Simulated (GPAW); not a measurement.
# Si (P6/mmm) in GPAW: convergence with smearing function

Aim: find how far smearing function must go before the results for Si settle, at PBE. This setting moves, with any that are tied to it; all else stays.

Everything below comes from runs of GPAW 26.7.0. Logs are shortened: lines on timing, memory, paths and dates and some standing lists are left out, and cuts for length are marked. The log counts tension as positive stress, the text compression.

### 1 Starting point

The structure is hexagonal, space group P6/mmm (No. 191). Conventional cell: a = 4.121 Å, b = 4.121 Å, c = 2.655 Å, α = 90.00°, β = 90.00°, γ = 120.00°. Si (site symmetry -6m2) is surrounded by 5 Si at 2.38 to 2.65 Å.

The cell was built by a generator and needn't be a form met in nature.

### 2 With smearing function fermi-dirac

run.py reads:

```python
from ase.dft.bandgap import bandgap
from ase.io import read, write
from ase.units import GPa
from gpaw import GPAW, PW

atoms = read('POSCAR')

calc = GPAW(mode=PW(600),
            xc='PBE',
            kpts={'size': (6, 6, 8), 'gamma': True},
            occupations={'name': 'fermi-dirac', 'width': 0.1},
            nbands=11,
            convergence={'density': 1e-05, 'energy': 1e-05},
            maxiter=100,
            txt='gpaw.txt')
atoms.calc = calc
energy = atoms.get_potential_energy()
forces = atoms.get_forces()
stress = atoms.get_stress()
calc.write('gs.gpw')
write('result.traj', atoms)
print(f'Energy: {energy:.6f} eV')
print('Forces (eV/A):')
print(forces.round(4))
print('Stress (GPa):', (stress / GPa).round(3))
print('Fermi level:', round(calc.get_fermi_level(), 4), 'eV')
print(f'Gap: {bandgap(calc)[0]:.4f} eV, direct: {bandgap(calc, direct=True)[0]:.4f} eV')
```

POSCAR reads:

```
Si
1.0
    4.1209498811      0.0000000000      0.0000000000
   -2.0604749406      3.5688472848      0.0000000000
    0.0000000000      0.0000000000      2.6547900000
Si
2
Direct
    0.3333300000      0.6666700000      0.5000000000
    0.6666633333      0.3333366667      0.5000000000
```

Potentials or basis: GPAW PAW data sets (gpaw-data 1.2.1), pw.

On the command line:

```
OMP_NUM_THREADS=1 python run.py
```

It took 11 s on 1 thread of Arm Neoverse V2, shared host; peak memory 0.15 GiB.

It converged, with:

```
Free energy            : -10.0162 eV
Pressure               : 0.3 GPa
Band gap on the k mesh : none (metal or under the smearing width)
```

### 3 With smearing function gaussian

run.py: that of step 2 with these lines changed.

```diff
@@ -10,3 +10,3 @@
             kpts={'size': (6, 6, 8), 'gamma': True},
-            occupations={'name': 'fermi-dirac', 'width': 0.1},
+            occupations={'name': 'methfessel-paxton', 'order': 0, 'width': 0.1},
             nbands=11,
```

POSCAR is that of step 2.

Potentials or basis: GPAW PAW data sets (gpaw-data 1.2.1), pw.

On the command line:

```
OMP_NUM_THREADS=1 python run.py
```

It took 11 s on 1 thread of Arm Neoverse V2, shared host; peak memory 0.15 GiB.

The run converged. Its results:

```yaml
Free_energy: -10.0054 eV
Pressure: 0.3 GPa
Band_gap_on_the_k_mesh: none (metal or under the smearing width)
```

### 4 With smearing function marzari-vanderbilt

run.py: that of step 3 with these lines changed.

```diff
@@ -10,3 +10,3 @@
             kpts={'size': (6, 6, 8), 'gamma': True},
-            occupations={'name': 'methfessel-paxton', 'order': 0, 'width': 0.1},
+            occupations={'name': 'marzari-vanderbilt', 'width': 0.1},
             nbands=11,
```

POSCAR is that of step 3.

On the command line:

```
OMP_NUM_THREADS=1 python run.py
```

Wall time 11 s (1 thread of Arm Neoverse V2, shared host); peak memory 0.15 GiB.

Results (log left out):

```
Free energy            : -10.0039 eV
Pressure               : 0.4 GPa
Band gap on the k mesh : none (metal or under the smearing width)
```

### 5 With smearing function methfessel-paxton

run.py: that of step 4 with these lines changed.

```diff
@@ -10,3 +10,3 @@
             kpts={'size': (6, 6, 8), 'gamma': True},
-            occupations={'name': 'marzari-vanderbilt', 'width': 0.1},
+            occupations={'name': 'methfessel-paxton', 'width': 0.1, 'order': 1},
             nbands=11,
```

POSCAR is that of step 4.

Potentials or basis: GPAW PAW data sets (gpaw-data 1.2.1), pw.

On the command line:

```
OMP_NUM_THREADS=1 python run.py
```

gpaw.txt:

```text
__  _  _
 | _ |_)|_||  |
 |__||  | ||/\| - 26.7.0

Input parameters:
  mode=PW(ecut=600.0),
  convergence={'density': 1e-05, 'energy': 1e-05},
  kpts=MonkhorstPack(size=(6, 6, 8), gamma=True),
  maxiter=100,
  nbands=11,
  occupations=Occupations(name='methfessel-paxton', width=0.1, order=1),
  xc=XC(name='PBE')

Diagonalizing LCAO Hamiltonian
Converting LCAO to pw mode

        Si  Si

Atoms  # Å, Bohr magnetons
|   | symbol |         x |        y |        z |    initial magnetic moments |
|---|--------|-----------|----------|----------|-----------------------------|
| 0 |     Si | -0.000021 | 2.379243 | 1.327395 | ( 0.0000,  0.0000,  0.0000) |
| 1 |     Si |  2.060454 | 1.189628 | 1.327395 | ( 0.0000,  0.0000,  0.0000) |

Unit cell  # Å
| periodic |         x |        y |        z |  lengths |     angles |
|----------|-----------|----------|----------|----------|------------|
|      yes |  4.120950 | 0.000000 | 0.000000 | 4.120950 |  90.000000 |
|      yes | -2.060475 | 3.568847 | 0.000000 | 4.120950 |  90.000000 |
|      yes |  0.000000 | 0.000000 | 2.654790 | 2.654790 | 120.000000 |

Number of symmetries: 4
Symmetry operations  # r_c * U_cc + t_c -> r_c
|   | kind |            matrix            |
|---|------|------------------------------|
| 0 |  E   |  1, 0, 0,  0, 1, 0,  0, 0, 1 |
| 1 |  σ   |  1, 0, 0,  0, 1, 0,  0, 0,-1 |
| 2 |  σ   |  0,-1, 0, -1, 0, 0,  0, 0, 1 |
| 3 |  C2  |  0,-1, 0, -1, 0, 0,  0, 0,-1 |

BZ-sampling:
  Number of BZ points: 288
  Number of IBZ points: 65

  Monkhorst-Pack size: [6, 6, 8]
  Monkhorst-Pack shift: [0.08333333333333333, 0.08333333333333333, 0.0625]

K-points  # in reciprocal-cell coordinates
|     |                                coordinates |     weight |
|-----|--------------------------------------------|------------|
|   0 | (  0.00000000,   0.00000000,   0.00000000) | 0.00347222 |
|   1 | (  0.00000000,   0.00000000,   0.12500000) | 0.00694444 |
|   2 | (  0.00000000,   0.00000000,   0.25000000) | 0.00694444 |
|   3 | (  0.00000000,   0.00000000,   0.37500000) | 0.00694444 |
|   4 | (  0.00000000,   0.00000000,   0.50000000) | 0.00347222 |
|   5 | (  0.16666667,  -0.16666667,   0.00000000) | 0.00694444 |
|   6 | (  0.16666667,  -0.16666667,   0.12500000) | 0.01388889 |
|   7 | (  0.16666667,  -0.16666667,   0.25000000) | 0.01388889 |
|   8 | (  0.16666667,  -0.16666667,   0.37500000) | 0.01388889 |
|   9 | (  0.16666667,  -0.16666667,   0.50000000) | 0.00694444 |
| ... |                                            |            |
|  64 | (  0.50000000,   0.50000000,   0.50000000) | 0.00347222 |

Plane wave coefficients: 1330
Cutoff: 600.0 eV

Spin-components: 1 (collinear spins)
Bands:           11
Projectors:      10
Spin-degeneracy: 2
Datatype:        complex128

Parallelization:
  kpt:    1
  domain: 1
  band:   1

Density:
  Valence electrons: 8.0
  Components: 1
  Grid points: [24 24 15]
  Charge: 0.0  # |e|

Potential:
  Grid points: [24 24 15]

species:
  Si:
    name:    Silicon
    Z:       14.0
    valence: 4
    core:    10
    charge:  0.0  # [|e|]
    compensation charges:
      type: gauss
      rc: 0.33  # [Å]
      lmax: 2
    cutoffs:
      filter: 1.86  # [Å]
      core: 2.06  # [Å]
    projectors
    | kind |    occ | energy [eV] | rcut [Å] |
    |------|--------|-------------|----------|
    |   3s |  2.000 |     -10.812 |    1.058 |
    |   3p |  2.000 |      -4.081 |    1.058 |
    |    s |        |      16.399 |    1.058 |
    |    p |        |      23.130 |    1.058 |
    |    d |        |       0.000 |    1.058 |

    Using partial waves for Si as LCAO basis

Reference energy: -15772.688500  # eV

eigensolver:
  PPCG
  Converge bands: occupied
  niter=2

density mixing:
  MSR1-Mixer
  Pratt-step length: 0.05
  Maximum mixing coefficient: 0.75
  Old densities: 10
  SVD Regularization: 0.005
  Good broyden scale: 1.0
  Trust region scale: 1.0
  Backstep threshold: 4.0
  History deletion threshold: 6.0
  Fourier metric: weight=20.0, sigma=0.015

occupation numbers:
  Methfessel-Paxton:
    width: 0.1000  # eV
    order: 1

poisson solver:
  ecut: 4800.0  # eV

xc functional:
  name: PBE with 2 nearest neighbor stencil

convergence criteria:
- Maximum integral of absolute [dens]ity change: 1e-05 electrons / valence electron
- Maximum [total energy] change in last 3 cyles: 1e-05 eV / valence electron
- Maximum integral of absolute [eigenst]ate change: 4e-08 eV^2 / valence electron
maximum number of iterations: 100

SCF iterations
|iter     | |      energy | eigst |  dens |
|---------|-|-------------|-------|-------|
|iter:   1| |  -10.035473 | -0.04 |       |
|iter:   2| |  -10.035922 | -2.45 | -0.94 |
|iter:   3| |  -10.003077 | -2.58 | -0.97 |
|iter:   4| |  -10.002919 | -3.35 | -1.52 |
|iter:   5| |  -10.003163 | -5.17 | -2.34 |
|iter:   6| |  -10.003179 | -6.56 | -3.09 |
|iter:   7| |  -10.003179c| -7.80c| -3.75 |
|iter:   8| |  -10.003179c| -7.77c| -4.48 |
|iter:   9| |  -10.003179c| -8.12c| -4.87 |
|iter:  10| |  -10.003179c| -9.32c| -5.64c|

Converged in 10 steps
Energy contributions relative to reference atoms: (reference = -15772.688500)

Energy contributions:
  Kinetic:          11.255242
  Coulomb:          -9.474197
  Zero:             -0.026061
  External:          0.000000
  Xc:              -11.757780
  Entropy:          -0.000575
  Spinorbit:         0.000000
  ----------------------------
  Free energy:     -10.003371
  Extrapolated:    -10.003179

dipole moment: (-0.000108, 0.000056, -0.000004)  # |e|*Ang

Fermi level: 5.822
Eigenvalues  # (at kpt = [0.000, 0.000, 0.000])
| band index |      eig [eV] | occ [0-2] |
|------------|---------------|-----------|
|          0 |        -6.661 |     2.000 |
|          1 |         2.785 |     2.000 |
|          2 |         2.785 |     2.000 |
|          3 |         2.918 |     2.000 |
|          4 |         6.904 |    -0.000 |
|          5 |         6.904 |    -0.000 |
|          6 |        11.236 |     0.000 |
|          7 |        12.043 |     0.000 |
|          8 |        14.467 |     0.000 |
|          9 |        18.650 |     0.000 |
|         10 |        23.655 |     0.000 |

No gap
No difference between direct/indirect transitions

Forces  # eV/Ang
|        x |        y |       z |
|----------|----------|---------|
| -0.00000 |  0.00000 | 0.00000 |  # Si   0
|  0.00000 | -0.00000 | 0.00000 |  # Si   1

Stress tensor  # eV/Ang^3
|        x |        y |         z |
|----------|----------|-----------|
| 0.004724 | 0.000000 |  0.000000 |
| 0.000000 | 0.004724 |  0.000000 |
| 0.000000 | 0.000000 | -0.016902 |

# Writing to gs.gpw (mode='')
```

Wall time 11 s (1 thread of Arm Neoverse V2, shared host); peak memory 0.15 GiB.

What came out:

```
Free energy            : -10.0034 eV
Pressure               : 0.4 GPa
Band gap on the k mesh : none (metal or under the smearing width)
```

### 6 With smearing function tetrahedron-method

run.py: that of step 5 with these lines changed.

```diff
@@ -10,3 +10,3 @@
             kpts={'size': (6, 6, 8), 'gamma': True},
-            occupations={'name': 'methfessel-paxton', 'width': 0.1, 'order': 1},
+            occupations={'name': 'tetrahedron-method'},
             nbands=11,
```

POSCAR is that of step 5.

Potentials or basis: GPAW PAW data sets (gpaw-data 1.2.1), pw.

On the command line:

```
OMP_NUM_THREADS=1 python run.py
```

Run time: 87 s. Hardware: 1 thread of Arm Neoverse V2, shared host; peak memory 0.16 GiB.

The run did not converge.

### 7 With smearing function improved-tetrahedron-method

run.py: that of step 6 with these lines changed.

```diff
@@ -10,3 +10,3 @@
             kpts={'size': (6, 6, 8), 'gamma': True},
-            occupations={'name': 'tetrahedron-method'},
+            occupations={'name': 'improved-tetrahedron-method'},
             nbands=11,
```

POSCAR is that of step 6.

On the command line:

```
OMP_NUM_THREADS=1 python run.py
```

Run time: 67 s. Hardware: 1 thread of Arm Neoverse V2, shared host; peak memory 0.16 GiB.

No converged result was reached.

### 8 With smearing function fixed

run.py: that of step 7 with these lines changed.

```diff
@@ -10,3 +10,3 @@
             kpts={'size': (6, 6, 8), 'gamma': True},
-            occupations={'name': 'improved-tetrahedron-method'},
+            occupations={'width': 0.0},
             nbands=11,
```

POSCAR is that of step 7.

On the command line:

```
OMP_NUM_THREADS=1 python run.py
```

Run time: 1.8 min. Hardware: 1 thread of Arm Neoverse V2, shared host; peak memory 0.16 GiB.

The calculation stopped without meeting its thresholds.

### 9 Result

| smearing function | energy less the tightest run, at zero smearing (meV/atom) | pressure (GPa) | SCF cycles | CPU time (s) | peak memory (GiB) |
| --- | --- | --- | --- | --- | --- |
| fermi-dirac | 0.17 | 0.32 | 10 | 11 | 0.15 |
| gaussian | -0.12 | 0.34 | 10 | 11 | 0.15 |
| marzari-vanderbilt | -0.35 | 0.36 | 10 | 11 | 0.15 |
| methfessel-paxton | 0.00 | 0.40 | 10 | 11 | 0.15 |
| tetrahedron-method | not converged | - | - | - | - |
| improved-tetrahedron-method | not converged | - | - | - | - |
| fixed | not converged | - | - | - | - |

Against the tightest run, the energy stays within 1 meV/atom from fermi-dirac on; the pressure stays within 0.1 GPa from fermi-dirac on. Narrower smearing needs a denser k mesh, so at a fixed mesh the narrowest width isn't the most accurate. The tightest run that finished is the yardstick and may itself not be fully converged.

Caveats: this smearing can pin the Fermi level at a band edge.
